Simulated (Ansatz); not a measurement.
Write the native input for Ansatz 0.2.0 that does the following.

* Task: band structure
* Functional: r2SCAN
* Potentials or basis: Ansatz PAW
* Cutoff: 500 eV (not typed: the program's choice for these potentials)
* k mesh: 12 × 12 × 12
* Occupations: fermi-dirac, width 0.05 eV
* Spin: no spin polarisation
* Path: [["G", "X", "W", "K", "G", "L", "U", "W", "L", "K"], ["U", "X"]]
* Points for each segment of the path: 14

The system is Pd.

```xyz
1
Lattice="0.0000 1.9465 1.9465 1.9465 0.0000 1.9465 1.9465 1.9465 0.0000" Properties=species:S:1:pos:R:3 pbc="T T T"
Pd    0.0000    0.0000    0.0000
```

One way to write it, as run:

input.yaml

```yaml
crystal:
  lattice:
    - [0.0, 1.9465, 1.9465]
    - [1.9465, 0.0, 1.9465]
    - [1.9465, 1.9465, 0.0]
  atoms:
    - { symbol: Pd, position: [0.0, 0.0, 0.0] }
hamiltonian:
  xc: r2scan
  pseudopotentials: { kind: paw }
kpoints:
  mp_grid: { grid: [12, 12, 12] }
  band_path:
    path:
      - [[0.0, 0.0, 0.0], [0.5, 0.0, 0.5], [0.5, 0.25, 0.75], [0.375, 0.375, 0.75], [0.0, 0.0, 0.0], [0.5, 0.5, 0.5], [0.625, 0.25, 0.625], [0.5, 0.25, 0.75], [0.5, 0.5, 0.5], [0.375, 0.375, 0.75]]
      - [[0.625, 0.25, 0.625], [0.5, 0.0, 0.5]]
    npoints: 14
scf:
  occupations: { method: fermi_dirac, width: 0.05 }
  n_extra_bands: 6
output:
  forces: true
  stress: true
  eigenvalues: true
  fatbands: false
```

Potentials or basis: Ansatz PAW.

Run with:

```console
$ ansatz run input.yaml --threads 2 --pin off --max-ram 5120MiB --backend cpu --events-out ev --progress --plain --runs-dir out
```

It gave:

```
Pressure               : 2.1 GPa
Band gap on the k mesh : none (metal or under the smearing width)
```

Caveat: the PAW data sets come from PBE, with cores solved anew for the run's functional, which leaves a small shift of forces and pressure.

Wall time 4.3 s on 2 threads of Arm Neoverse N1, on a shared host, peak memory 0.37 GiB.
